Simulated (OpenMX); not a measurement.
C in OpenMX: convergence with NumGridK

Input of the first run (NumGridK 400 200); the others differ in this setting and in those tied to it:

The input C.dat:

```
System.CurrrentDirectory             ./
System.Name                          C
DATA.PATH                            ./DFT_DATA13
level.of.stdout                      1
level.of.fileout                     0
Species.Number                       1
<Definition.of.Atomic.Species
  C   C6.0-s2p2              C_PBE13
Definition.of.Atomic.Species>

Atoms.Number                         2
Atoms.SpeciesAndCoordinates.Unit     Ang
<Atoms.SpeciesAndCoordinates
    1  C     1.2804555413    0.8391815088   -0.0045176158   2.000  2.000
    2  C    -0.0855398102    1.4198622364    0.0221874601   2.000  2.000
Atoms.SpeciesAndCoordinates>

Atoms.UnitVectors.Unit               Ang
<Atoms.UnitVectors
     2.4561701622    0.0000000000    0.0000000000
    -1.2280850811    2.1271057565    0.0000000000
     0.0000000000    0.0000000000    8.5238033600
Atoms.UnitVectors>

scf.XcType                           GGA-PBE
scf.SpinPolarization                 off
scf.ElectronicTemperature            580.226
scf.energycutoff                     300.0
scf.maxIter                          100
scf.EigenvalueSolver                 band
scf.Kgrid                            9 9 3
scf.Mixing.Type                      rmm-diisk
scf.Init.Mixing.Weight               0.05
scf.Min.Mixing.Weight                0.001
scf.Max.Mixing.Weight                0.3
scf.Mixing.History                   25
scf.Mixing.StartPulay                8
scf.criterion                        1.0e-8
scf.stress.tensor                    on
MD.Type                              nomd
1DFFT.EnergyCutoff                   400.0
1DFFT.NumGridK                       200
```

Potentials or basis: OpenMX 2013 PBE set, C6.0-s2p2, grid cutoff 300 Ry.

The run is started by

```bash
$ openmx C.dat -nt 1 > C.std
```

The cell isn't the ideal one: atoms moved at random, drawn with an rms of 0.1 Å.

Hardware: 1 thread of Arm Neoverse V2, on a shared host.

```
 NumGridK  energy less the tightest run, at zero smearing (meV/atom)  largest force (eV/Å)  SCF cycles  CPU time (s)  peak memory (GiB)
  400 200                                                       1.19                13.153          18           7.5                0.2
  900 350                                                       0.56                13.154          18           7.8                0.2
 1600 500                                                       0.28                13.151          18           8.1                0.2
 2500 700                                                       0.38                13.155          18           8.6                0.2
 3600 900                                                      -0.38                13.155          18             9                0.2
4900 1200                                                       0.00                13.156          18           9.5                0.2
```

Against the tightest run, the energy stays within 1 meV/atom from 900 350 on; the largest force stays within 0.005 eV/Å from 2500 700 on. Values are those asked for, which the program may round to a finer grid. The tightest run that finished is the yardstick and may itself not be fully converged.

Caveat, for the tightest run too: the basis of atomic orbitals isn't converged, which shifts pressures, moduli and gaps.
